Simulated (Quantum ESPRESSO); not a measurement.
# MgO (Fm-3m) in Quantum ESPRESSO: single point with PBE

Aim: the single point of MgO with PBE.

Everything below comes from runs of Quantum ESPRESSO 7.5. Logs are shortened: lines on timing, memory, paths and dates and some standing lists are left out, and cuts for length are marked.

**Experimental background.**

“Electronic structure of alkaline earth and post-transition metal oxides”, 2009, arxiv:0908.1581 quotes, for a bulk crystal of MgO: band gap 7.83 eV.

The results are compared with them further down.

## (1) The structure

Symmetry: Fm-3m, No. 225, cubic system. The conventional cell has a = 4.194 Å, b = 4.194 Å, c = 4.194 Å, α = 90.00°, β = 90.00°, γ = 90.00°. Around Mg (site symmetry m-3m) lie 6 O at 2.10 Å. O (site symmetry m-3m) has 6 Mg at 2.10 Å as nearest neighbours.

The cell is a database's computed one.

## (2) Single point, PBE

run.py

```python
import numpy as np
from ase.calculators.espresso import Espresso, EspressoProfile
from ase.io import read

atoms = read('MgO.xyz')

input_data = {
    'control': {'calculation': 'scf', 'prefix': 'pwscf', 'outdir': './tmp', 'tprnfor': True, 'tstress': True, 'disk_io': 'nowf'},
    'system': {'ecutwfc': 55.0, 'ecutrho': 440.0, 'nbnd': 9, 'occupations': 'smearing', 'smearing': 'fd', 'degauss': 0.00367493},
    'electrons': {'conv_thr': 4e-10, 'electron_maxstep': 120, 'mixing_beta': 0.5},
}
pseudopotentials = {'Mg': 'Mg.pbe-n-kjpaw_psl.0.3.0.UPF', 'O': 'O.pbe-n-kjpaw_psl.0.1.UPF'}
profile = EspressoProfile(command='pw.x', pseudo_dir='pseudo')
atoms.calc = Espresso(profile=profile, input_data=input_data, pseudopotentials=pseudopotentials, kpts=(11, 11, 11), koffset=(0, 0, 0))

print(f'energy {atoms.get_potential_energy():.8f} eV')
print('forces (eV/A)')
print(np.round(atoms.get_forces(), 6))
print('stress (eV/A^3, Voigt)')
print(np.round(atoms.get_stress(), 8))
print(f'Fermi level {atoms.calc.get_fermi_level():.4f} eV')
```

MgO.xyz

```xyz
2
Lattice="0.0000000000 2.0970013927 2.0970013927 2.0970013927 0.0000000000 2.0970013927 2.0970013927 2.0970013927 0.0000000000" Properties=species:S:1:pos:R:3 pbc="T T T"
Mg     0.0000000000      0.0000000000      0.0000000000
O      2.0970013927      2.0970013927      2.0970013927
```

Potentials or basis: SSSP 1.3 efficiency PBE.

Started as:

```bash
> OMP_NUM_THREADS=1 python run.py
```

Log:

```text
energy -1027.72373924 eV
forces (eV/A)
[[ 0.  0. -0.]
 [ 0. -0. -0.]]
stress (eV/A^3, Voigt)
[-0.03964146 -0.03964146 -0.03964146 -0.          0.         -0.        ]
Fermi level 7.9731 eV
```

espresso.pwi:

```text
&CONTROL
   calculation      = 'scf'
   tstress          = .true.
   tprnfor          = .true.
   outdir           = './tmp'
   prefix           = 'pwscf'
   disk_io          = 'nowf'
   pseudo_dir       = 'pseudo'
/
&SYSTEM
   nbnd             = 9
   ecutwfc          = 55.0
   ecutrho          = 440.0
   occupations      = 'smearing'
   degauss          = 0.00367493
   smearing         = 'fd'
   ntyp             = 2
   nat              = 2
   ibrav            = 0
/
&ELECTRONS
   electron_maxstep = 120
   conv_thr         = 4e-10
   mixing_beta      = 0.5
/
&IONS
/
&CELL
/
&FCP
/
&RISM
/
ATOMIC_SPECIES
Mg 24.305 Mg.pbe-n-kjpaw_psl.0.3.0.UPF
O 15.999 O.pbe-n-kjpaw_psl.0.1.UPF

K_POINTS automatic
11 11 11  0 0 0

CELL_PARAMETERS angstrom
0.00000000000000 2.09700139270000 2.09700139270000
2.09700139270000 0.00000000000000 2.09700139270000
2.09700139270000 2.09700139270000 0.00000000000000

ATOMIC_POSITIONS angstrom
Mg 0.0000000000 0.0000000000 0.0000000000  
O 2.0970013927 2.0970013927 2.0970013927
```

espresso.pwo:

```text
This program is part of the open-source Quantum ESPRESSO suite
     for quantum simulation of materials; please cite
         "P. Giannozzi et al., J. Phys.:Condens. Matter 21 395502 (2009);
         "P. Giannozzi et al., J. Phys.:Condens. Matter 29 465901 (2017);
         "P. Giannozzi et al., J. Chem. Phys. 152 154105 (2020);
     in publications or presentations arising from this work. More details at

Warning: card &CELL ignored
Warning: card &FCP ignored
Warning: card &RISM ignored

     file Mg.pbe-n-kjpaw_psl.0.3.0.UPF: wavefunction(s)  3S renormalized
     file O.pbe-n-kjpaw_psl.0.1.UPF: wavefunction(s)  2P renormalized
     Message from routine setup:
     using ibrav=0 with symmetry is DISCOURAGED, use correct ibrav instead

     G-vector sticks info
     --------------------
     sticks:   dense  smooth     PW     G-vecs:    dense   smooth      PW
     Sum         955     475    151                19579     6855    1243

     Using Slab Decomposition

     bravais-lattice index     =            0
     lattice parameter (alat)  =       5.6042  a.u.
     unit-cell volume          =     124.4580 (a.u.)^3
     number of atoms/cell      =            2
     number of atomic types    =            2
     number of electrons       =         8.00
     number of Kohn-Sham states=            9
     kinetic-energy cutoff     =      55.0000  Ry
     charge density cutoff     =     440.0000  Ry
     scf convergence threshold =      4.0E-10
     mixing beta               =       0.5000
     number of iterations used =            8  plain     mixing
     Exchange-correlation= SLA  PW   PBX  PBC
                           (   1   4   3   4   0   0   0)

     celldm(1)=   5.604187  celldm(2)=   0.000000  celldm(3)=   0.000000
     celldm(4)=   0.000000  celldm(5)=   0.000000  celldm(6)=   0.000000

     crystal axes: (cart. coord. in units of alat)
               a(1) = (   0.000000   0.707107   0.707107 )
               a(2) = (   0.707107   0.000000   0.707107 )
               a(3) = (   0.707107   0.707107   0.000000 )
[... 24 lines left out ...]
                l(1) =   0
                l(2) =   0
                l(3) =   1
                l(4) =   1
     Q(r) pseudized with 0 coefficients

     atomic species   valence    mass     pseudopotential
     Mg                2.00    24.30500     Mg( 1.00)
     O                 6.00    15.99900     O ( 1.00)

     48 Sym. Ops., with inversion, found

   Cartesian axes

     site n.     atom                  positions (alat units)
         1        Mg     tau(   1) = (   0.0000000   0.0000000   0.0000000  )
         2        O      tau(   2) = (   0.7071068   0.7071068   0.7071068  )

     number of k points=    56  Fermi-Dirac smearing, width (Ry)=  0.0037
                       cart. coord. in units 2pi/alat
        k(    1) = (   0.0000000   0.0000000   0.0000000), wk =   0.0015026
        k(    2) = (   0.0642824   0.0642824  -0.0642824), wk =   0.0120210
        k(    3) = (   0.1285649   0.1285649  -0.1285649), wk =   0.0120210
        k(    4) = (   0.1928473   0.1928473  -0.1928473), wk =   0.0120210
        k(    5) = (   0.2571297   0.2571297  -0.2571297), wk =   0.0120210
        k(    6) = (   0.3214122   0.3214122  -0.3214122), wk =   0.0120210
[... 48 lines left out ...]
        k(   55) = (  -0.0642824  -0.4499770   0.7071068), wk =   0.0360631
        k(   56) = (   0.0000000  -0.3856946   0.6428243), wk =   0.0360631

     Dense  grid:    19579 G-vectors     FFT dimensions: (  40,  40,  40)

     Smooth grid:     6855 G-vectors     FFT dimensions: (  27,  27,  27)

     Initial potential from superposition of free atoms

     starting charge       7.9991, renormalised to       8.0000
     Starting wfcs are    8 randomized atomic wfcs +    1 random wfcs

     Self-consistent Calculation

     iteration #  1     ecut=    55.00 Ry     beta= 0.50
     Davidson diagonalization with overlap
     ethr =  1.00E-02,  avg # of iterations =  5.3

     total energy              =     -75.41538485 Ry
     estimated scf accuracy    <       0.37353764 Ry
[... 50 lines left out ...]
     iteration #  9     ecut=    55.00 Ry     beta= 0.50
     Davidson diagonalization with overlap
     ethr =  6.91E-12,  avg # of iterations =  2.0

     End of self-consistent calculation

          k = 0.0000 0.0000 0.0000 (   869 PWs)   bands (ev):

   -11.5942   5.7590   5.7590   5.7590  10.6079  21.6494  21.6494  21.6494
    25.5540
[... 273 lines left out ...]
    -9.9456   2.6191   2.8335   4.1099  17.0753  17.7651  18.0341  21.6895
    27.0481

     the Fermi energy is     7.9731 ev

!    total energy              =     -75.53630821 Ry
     total all-electron energy =      -551.437409 Ry
     estimated scf accuracy    <          2.2E-10 Ry
     smearing contrib. (-TS)   =       0.00000000 Ry
     internal energy E=F+TS    =     -75.53630821 Ry

     The total energy is F=E-TS. E is the sum of the following terms:
     one-electron contribution =      -9.11834364 Ry
     hartree contribution      =      10.17640027 Ry
     xc contribution           =      -9.35140060 Ry
     ewald contribution        =     -26.43967352 Ry
     one-center paw contrib.   =     -40.80329071 Ry

     convergence has been achieved in   9 iterations

     Forces acting on atoms (cartesian axes, Ry/au):

     atom    1 type  1   force =     0.00000000    0.00000000   -0.00000000
     atom    2 type  2   force =     0.00000000   -0.00000000   -0.00000000

     Total force =     0.000000     Total SCF correction =     0.000000

     Computing stress (Cartesian axis) and pressure

          total   stress  (Ry/bohr**3)                   (kbar)     P=       63.51
   0.00043175   0.00000000  -0.00000000           63.51        0.00       -0.00
   0.00000000   0.00043175   0.00000000            0.00       63.51        0.00
  -0.00000000   0.00000000   0.00043175           -0.00        0.00       63.51

=------------------------------------------------------------------------------=
   JOB DONE.
=------------------------------------------------------------------------------=
```

Run time: 8.2 s. Hardware: 1 thread of Arm Neoverse V2, shared host; peak memory 0.08 GiB.

What came out:

* Free energy: -1027.7238 eV
* Pressure: 6.4 GPa
* Band gap on the k mesh: 4.85 eV, direct

## (3) How close it comes

Step 2. Measured gap of MgO: 7.83 eV (quoted in “Electronic structure of alkaline earth and post-transition metal oxides”, 2009, arxiv:0908.1581). This calculation gives 4.85 eV (-2.98 eV). The value is that of PBE, without temperature or zero-point motion. Semilocal functionals fall short of measured gaps as a rule. The cell is a database's relaxed one, not the measured one, which moves gaps too.
